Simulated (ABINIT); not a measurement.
**A GW run on BN (P6_3/mmc) in ABINIT, with inputs changed**

A base run on BN (P6_3/mmc), then changed inputs.

Calculated with ABINIT 10.8.3; PBE and many-body steps on it, plane waves.

**1. The structure**

It takes space group P6_3/mmc (No. 194, hexagonal). The conventional cell has a = 2.504 Å, b = 2.504 Å, c = 6.661 Å, α = 90.00°, β = 90.00°, γ = 120.00°. Nearest to B lie 3 N at 1.45 Å. Nearest to N lie 3 B at 1.45 Å. Farther neighbours and most contacts between anions are not listed.

The cell and positions come from the Crystallography Open Database and are kept as given unless a step says otherwise.

**2. Screening, 6×6×2 mesh, 115 bands, screening to 190.5 eV**

This step: ABINIT 10.8.3; RPA screening on PBE, plane waves, norm-conserving pseudopotentials.

The RPA dielectric matrix is built and inverted for each q.

The input, run.abi:

```
acell 3*1.0 Angstrom
rprim 
  2.503989999987 0.000000000003 0.000000000000
  -1.251994999996 2.168518950810 0.000000000000
  0.000000000000 0.000000000000 6.661200000000
ntypat 2
znucl 5 7
natom 4
typat 1 1 2 2
xred 
  0.333333333333 0.666666666667 0.250000000000
  0.666666666667 0.333333333333 0.750000000000
  0.333333333333 0.666666666667 0.750000000000
  0.666666666667 0.333333333333 0.250000000000
pp_dirpath "pseudos"
pseudos "B.upf, N.upf"
ecut 36
ngkpt 6 6 2
nshiftk 1
shiftk 0 0 0
kptopt 1
chksymbreak 0
istwfk *1
occopt 1
irdwfk 1
optdriver 3
nband 115
ecuteps 7
inclvkb 2
awtr 1
symchi 1
indata_prefix "in"
outdata_prefix "out"
tmpdata_prefix "tmp"
```

Command:

```bash
$ OMP_NUM_THREADS=1 mpirun -n 8 abinit run.abi > log
```

What it wrote:

```text
.Version 10.8.3 of ABINIT. v10.8.2 released Aug 2026.

 Symmetries : space group P6_3/m m c (#194); Bravais hP (primitive hexag.)
[... echo of the input left out ...]
== DATASET  1 ==================================================================
-   mpi_nproc: 8, omp_nthreads: 1 (-1 if OMP is not activated)

--- !DatasetInfo
iteration_state: {dtset: 1, }
dimensions: {natom: 4, nkpt: 14, mband: 115, nsppol: 1, nspinor: 1, nspden: 1, mpw: 2542, }
cutoff_energies: {ecut:  36.0, pawecutdg:  -1.0, }
electrons: {nelect:   1.60000000E+01, charge:   0.00000000E+00, occopt:   1.00000000E+00, tsmear:   1.00000000E-02, }

 SCREENING: Calculation of the susceptibility and dielectric matrices

 Based on a program developped by R.W. Godby, V. Olevano, G. Onida, and L. Reining.
 Incorporated in ABINIT by V. Olevano, G.-M. Rignanese, and M. Torrent.
.Using double precision arithmetic ; gwpc =  8

[... cell and pseudopotentials left out ...]
--------------------------------------------------------------------------------

 ==== K-mesh for the wavefunctions ====
 Number of points in the irreducible wedge :    14
[... list of points left out ...]
 Together with 24 symmetry operations and time-reversal symmetry
 yields    72 points in the full Brillouin Zone.

 ==== Q-mesh for the screening function ====
 Number of points in the irreducible wedge :    14
[... list of points left out ...]
 Together with 24 symmetry operations and time-reversal symmetry
 yields    72 points in the full Brillouin Zone.

 setmesh: FFT mesh size selected  =    15x   15x   50
          total number of points  =        11250

 vcoul_init : cutoff-mode = AUXILIARY_FUNCTION
 q-points for optical limit:   1
     1)      0.000010    0.000020    0.000030

- screening: taking advantage of time-reversal symmetry
- Maximum band index for partially occupied states nbvw = 8
- Remaining bands to be divided among processors   nbcw = 107
- Number of bands treated by each node ~13

 Number of electrons calculated from density =   16.0000; Expected =   16.0000
 average of density, n =  0.065550
 r_s =    1.5386
 omega_plasma =   24.6969 [eV]

 calculating chi0 at frequencies [eV] :
  1    0.000000E+00    0.000000E+00
  2    0.000000E+00    2.469694E+01

--------------------------------------------------------------------------------
  q-point number  1        q = ( 0.000000, 0.000000, 0.000000) [r.l.u.]
--------------------------------------------------------------------------------
[... chi0 elements left out ...]
 For q-point:  0.000010 0.000020 0.000030
  dielectric constant =   4.2268
  dielectric constant without local fields =   4.5515

  Average fulfillment of the sum rule on Im[epsilon] for q-point    1 :     86.83  [%]
[... wings left out ...]
  q-point number  2        q = ( 0.166667, 0.000000, 0.000000) [r.l.u.]
--------------------------------------------------------------------------------
[... chi0 elements left out ...]
  Average fulfillment of the sum rule on Im[epsilon] for q-point    2 :     91.96  [%]

 [... 12 further q-points ...]
```

It took 73 s on 8 MPI ranks of Arm Neoverse N1, shared host; peak memory 1.1 GiB.

This step gave:

* ε∞ with local fields, on this mesh, along the program's q direction: 4.227
* the same without local fields: 4.551
* plasma frequency: 24.70 eV
* plane waves in the screening matrix: 213

Local fields lower ε∞ by 7 %. On a Γ-centred mesh this coarse the value itself is usually too large, while a short band sum pulls it down.

**3. Base**

The self-energy is evaluated for the states that the input lists, and the levels follow from it, in one-shot runs by the linearised quasiparticle equation.

This step: G0W0 on PBE, plane waves, norm-conserving pseudopotentials.

Changes to run.abi since step 2:

```diff
@@ -25,8 +25,19 @@
 irdwfk 1
-optdriver 3
+optdriver 4
 nband 115
+gwcalctyp 0
+ecutsigx 36
+symsigma 1
+nkptgw 3
+kptgw 
+  0.3333333333 0.3333333333 0.5000000000
+  0.5000000000 0.0000000000 0.0000000000
+  0.0000000000 0.0000000000 0.0000000000
+bdgw 
+  7 10
+  7 10
+  7 10
 ecuteps 7
-inclvkb 2
-awtr 1
-symchi 1
+irdscr 1
+ppmodel 1
 indata_prefix "in"
```

What it wrote:

```text
.Version 10.8.3 of ABINIT. v10.8.2 released Aug 2026.

 Symmetries : space group P6_3/m m c (#194); Bravais hP (primitive hexag.)
[... echo of the input left out ...]
== DATASET  1 ==================================================================
-   mpi_nproc: 8, omp_nthreads: 1 (-1 if OMP is not activated)

--- !DatasetInfo
iteration_state: {dtset: 1, }
dimensions: {natom: 4, nkpt: 14, mband: 115, nsppol: 1, nspinor: 1, nspden: 1, mpw: 2542, }
cutoff_energies: {ecut:  36.0, pawecutdg:  -1.0, }
electrons: {nelect:   1.60000000E+01, charge:   0.00000000E+00, occopt:   1.00000000E+00, tsmear:   1.00000000E-02, }

 SIGMA: Calculation of the GW corrections

 Based on a program developped by R.W. Godby, V. Olevano, G. Onida, and L. Reining.
 Incorporated in ABINIT by V. Olevano, G.-M. Rignanese, and M. Torrent.
.Using double precision arithmetic ; gwpc =  8

[... cell and pseudopotentials left out ...]
--------------------------------------------------------------------------------

 ==== K-mesh for the wavefunctions ====
 Number of points in the irreducible wedge :    14
[... list of points left out ...]
 Together with 24 symmetry operations and time-reversal symmetry
 yields    72 points in the full Brillouin Zone.

 ==== Q-mesh for screening function ====
 Number of points in the irreducible wedge :    14
[... list of points left out ...]
 Together with 24 symmetry operations and time-reversal symmetry
 yields    72 points in the full Brillouin Zone.

 vcoul_init : cutoff-mode = AUXILIARY_FUNCTION
 q-points for optical limit:   1
     1)      0.000010    0.000020    0.000030
 setmesh: FFT mesh size selected  =    24x   24x   72
          total number of points  =        41472

 Number of electrons calculated from density =   16.0000; Expected =   16.0000
 average of density, n =  0.065550
 r_s =    1.5386
 omega_plasma =   24.6969 [eV]

 === KS Band Gaps ===
  >>>> For spin  1
   Minimum direct gap =   4.6696 [eV], located at k-point      :   0.3333  0.3333  0.5000
   Fundamental gap    =   4.3142 [eV], Top of valence bands at :   0.3333  0.3333  0.5000
                                       Bottom of conduction at :   0.5000  0.0000  0.0000
 SIGMA fundamental parameters:
 PLASMON POLE MODEL  1
 number of plane-waves for SigmaX                 2481
 number of plane-waves for SigmaC and W            213
 number of plane-waves for wavefunctions          2481
 number of bands                                   115
 number of independent spin polarizations            1
 number of spinorial components                      1
 number of k-points in IBZ                          14
 number of q-points in IBZ                          14
 number of symmetry operations                      24
 number of k-points in BZ                           72
 number of q-points in BZ                           72
 number of frequencies for dSigma/dE                 9
 frequency step for dSigma/dE [eV]                0.25
 number of omega for Sigma on real axis              0
 max omega for Sigma on real axis  [eV]           0.00
 zcut for avoiding poles [eV]                     0.10

 EPSILON^-1 parameters (SCR file):
 dimension of the eps^-1 matrix on file            213
 dimension of the eps^-1 matrix used               213
 number of plane-waves for wavefunctions          2481
 number of bands                                   115
 number of q-points in IBZ                          14
 number of frequencies                               2
 number of real frequencies                          1
 number of imag frequencies                          1

 matrix elements of self-energy operator (all in [eV])

 Perturbative Calculation

--- !SelfEnergy_ee
iteration_state: {dtset: 1, }
kpoint     : [   0.333,    0.333,    0.500, ]
spin       : 1
KS_gap     :    4.670
QP_gap     :    6.114
Delta_QP_KS:    1.444
data: !SigmaeeData |
     Band     E0 <VxcDFT>   SigX SigC(E0)      Z dSigC/dE  Sig(E)    E-E0       E
        7   2.782 -16.631 -20.009   2.541   0.801  -0.249 -17.301  -0.670   2.112
        8   2.782 -16.631 -20.009   2.541   0.801  -0.249 -17.301  -0.670   2.112
        9   7.451 -10.920  -5.614  -4.371   0.828  -0.208 -10.146   0.774   8.226
       10   7.451 -10.920  -5.614  -4.371   0.828  -0.208 -10.146   0.774   8.226

--- !SelfEnergy_ee
iteration_state: {dtset: 1, }
kpoint     : [   0.500,    0.000,    0.000, ]
spin       : 1
KS_gap     :    4.750
QP_gap     :    6.139
Delta_QP_KS:    1.389
data: !SigmaeeData |
     Band     E0 <VxcDFT>   SigX SigC(E0)      Z dSigC/dE  Sig(E)    E-E0       E
        7   1.355 -14.859 -18.688   2.660   0.801  -0.249 -15.795  -0.937   0.419
        8   2.345 -16.390 -19.991   2.678   0.799  -0.252 -17.127  -0.737   1.608
[...]
--- !SelfEnergy_ee
iteration_state: {dtset: 1, }
kpoint     : [   0.000,    0.000,    0.000, ]
spin       : 1
KS_gap     :    6.581
QP_gap     :    7.707
Delta_QP_KS:    1.126
data: !SigmaeeData |
     Band     E0 <VxcDFT>   SigX SigC(E0)      Z dSigC/dE  Sig(E)    E-E0       E
[...]
8   1.476 -18.428 -22.813   3.272   0.807  -0.238 -19.326  -0.898   0.578
        9   8.056  -8.606  -4.434  -3.903   0.849  -0.178  -8.378   0.228   8.284
       10  13.045 -13.670  -7.110  -4.986   0.801  -0.249 -12.409   1.261  14.306

== END DATASET(S) ==============================================================
================================================================================

 -outvars: echo values of variables after computation  --------
           etotal      0.0000000000E+00
            nband         115
             nkpt          14
          spgroup         194
 [... the other variables as echoed above ...]

 Calculation completed.
```

Wall time 19 s (8 MPI ranks); peak memory 1.2 GiB; 2.5 min of CPU time.

This step gave:

```
G0W0 gap on the points computed              : 5.635 eV
starting gap on the mesh                     : 4.314 eV
k of the valence top                         : 0.3333, 0.3333, 0.5
k of the conduction bottom                   : 0.5, 0, 0
Z at the valence top                         : 0.801
Z at the conduction bottom                   : 0.835
least direct G0W0 gap on the computed points : 6.114 eV
```

The gap on the mesh goes from 4.31 eV to 5.63 eV, a correction of +1.32 eV.

**4. Coulomb singularity**

Changes to run.abi since step 3:

```diff
@@ -42,2 +42,3 @@
 ppmodel 1
+gw_icutcoul 7
 indata_prefix "in"
```

What it wrote:

```text
.Version 10.8.3 of ABINIT. v10.8.2 released Aug 2026.

 Symmetries : space group P6_3/m m c (#194); Bravais hP (primitive hexag.)
[... echo of the input left out ...]
== DATASET  1 ==================================================================
-   mpi_nproc: 8, omp_nthreads: 1 (-1 if OMP is not activated)

--- !DatasetInfo
iteration_state: {dtset: 1, }
dimensions: {natom: 4, nkpt: 14, mband: 115, nsppol: 1, nspinor: 1, nspden: 1, mpw: 2542, }
cutoff_energies: {ecut:  36.0, pawecutdg:  -1.0, }
electrons: {nelect:   1.60000000E+01, charge:   0.00000000E+00, occopt:   1.00000000E+00, tsmear:   1.00000000E-02, }

 SIGMA: Calculation of the GW corrections

 Based on a program developped by R.W. Godby, V. Olevano, G. Onida, and L. Reining.
 Incorporated in ABINIT by V. Olevano, G.-M. Rignanese, and M. Torrent.
.Using double precision arithmetic ; gwpc =  8

[... cell and pseudopotentials left out ...]
--------------------------------------------------------------------------------

 ==== K-mesh for the wavefunctions ====
 Number of points in the irreducible wedge :    14
[... list of points left out ...]
 Together with 24 symmetry operations and time-reversal symmetry
 yields    72 points in the full Brillouin Zone.

 ==== Q-mesh for screening function ====
 Number of points in the irreducible wedge :    14
[... list of points left out ...]
 Together with 24 symmetry operations and time-reversal symmetry
 yields    72 points in the full Brillouin Zone.

 vcoul_init : cutoff-mode = AUX_GB
 q-points for optical limit:   1
     1)      0.000010    0.000020    0.000030
 setmesh: FFT mesh size selected  =    24x   24x   72
          total number of points  =        41472

 Number of electrons calculated from density =   16.0000; Expected =   16.0000
[...]
number of plane-waves for wavefunctions          2481
 number of bands                                   115
 number of q-points in IBZ                          14
 number of frequencies                               2
 number of real frequencies                          1
 number of imag frequencies                          1

 matrix elements of self-energy operator (all in [eV])

 Perturbative Calculation

--- !SelfEnergy_ee
iteration_state: {dtset: 1, }
kpoint     : [   0.333,    0.333,    0.500, ]
spin       : 1
KS_gap     :    4.670
QP_gap     :    6.116
Delta_QP_KS:    1.446
data: !SigmaeeData |
     Band     E0 <VxcDFT>   SigX SigC(E0)      Z dSigC/dE  Sig(E)    E-E0       E
        7   2.782 -16.631 -20.021   2.546   0.801  -0.249 -17.307  -0.676   2.106
        8   2.782 -16.631 -20.021   2.546   0.801  -0.249 -17.307  -0.676   2.106
        9   7.451 -10.920  -5.614  -4.375   0.828  -0.208 -10.150   0.770   8.222
[...]
--- !SelfEnergy_ee
iteration_state: {dtset: 1, }
kpoint     : [   0.500,    0.000,    0.000, ]
spin       : 1
KS_gap     :    4.750
QP_gap     :    6.141
Delta_QP_KS:    1.390
data: !SigmaeeData |
     Band     E0 <VxcDFT>   SigX SigC(E0)      Z dSigC/dE  Sig(E)    E-E0       E
[...]
--- !SelfEnergy_ee
iteration_state: {dtset: 1, }
kpoint     : [   0.000,    0.000,    0.000, ]
spin       : 1
KS_gap     :    6.581
QP_gap     :    7.709
Delta_QP_KS:    1.128
data: !SigmaeeData |
     Band     E0 <VxcDFT>   SigX SigC(E0)      Z dSigC/dE  Sig(E)    E-E0       E
[...]
9   8.056  -8.606  -4.434  -3.908   0.849  -0.178  -8.382   0.224   8.281
       10  13.045 -13.670  -7.110  -4.990   0.801  -0.249 -12.413   1.257  14.302

== END DATASET(S) ==============================================================
================================================================================

 -outvars: echo values of variables after computation  --------
           etotal      0.0000000000E+00
            nband         115
             nkpt          14
          spgroup         194
 [... the other variables as echoed above ...]

 Calculation completed.
```

It took 19 s on 8 MPI ranks; peak memory 1.2 GiB.

Numbers from this step:

| Item | Value |
| --- | --- |
| G0W0 gap on the points computed | 5.637 eV |
| starting gap on the mesh | 4.314 eV |
| k of the valence top | 0.3333, 0.3333, 0.5 |
| k of the conduction bottom | 0.5, 0, 0 |
| Z at the valence top | 0.801 |
| Z at the conduction bottom | 0.835 |
| least direct G0W0 gap on the computed points | 6.116 eV |

Against G0W0 in ABINIT (6×6×2 mesh, 115 bands, screening to 190.5 eV, Godby-Needs plasmon pole), the gap moves by +0.002 eV.

**5. Side by side**

Times are wall times on 8 MPI ranks of Arm Neoverse N1, shared host, good to a factor of about two. A run's time includes the screening step that it read.

```csv
run,mesh,bands,screening cutoff (eV),DFT gap (eV),gap on the mesh (eV),direct (eV),ε∞ used,time
base,6×6×2,115,190.5,4.314,5.635,6.114,4.23,92 s
Coulomb singularity,6×6×2,115,190.5,4.314,5.637,6.116,4.23,92 s
```

**6. Results**

| Quantity | Value |
| --- | --- |
| base | 5.635 eV |
| Coulomb singularity | 5.637 eV |
| known limits | not at the basis limit; coarse k mesh |

What this shows: Coulomb singularity: +0.002 eV against base (keys changed: gw_icutcoul). Bands and cutoff are finite, so the gap is not at the basis limit. The miss can reach some tenths of an eV and take either sign; the mesh is an error of its own. In the G0W0 runs levels were corrected at 3 k points alone, so a gap called «on the mesh» is the least over those, and an edge elsewhere would be missed. The 6×6×2 mesh is coarse for this cell, which bears on the long-range parts of exchange and screening.

[Paths, hosts, dates, memory and timing lines, banners, echoed tables and standing remarks are left out of the program output.]

[Logs are printed without paths, hosts, clocks, repeated set-up lines and the standing remarks that a program may print on its own settings, such as how far it seeks lower states.]

[Runs of the session that timed out or met a known fault of the program may be left out.]

[Hosts, paths, dates, database ids (printed as entryN), source tags and the programs' standing remarks are cut or masked in the printed files.]

[G0W0 gaps are taken among the corrected bands and points alone; a level outside them can change the order at an edge.]

[Where Ansatz stands beside ABINIT at settings called matched, ABINIT's density can come from a denser mesh and the files from another edition; pairs whose starting gaps differed by over 0.03 eV were left out, so agreement reads better than it is.]
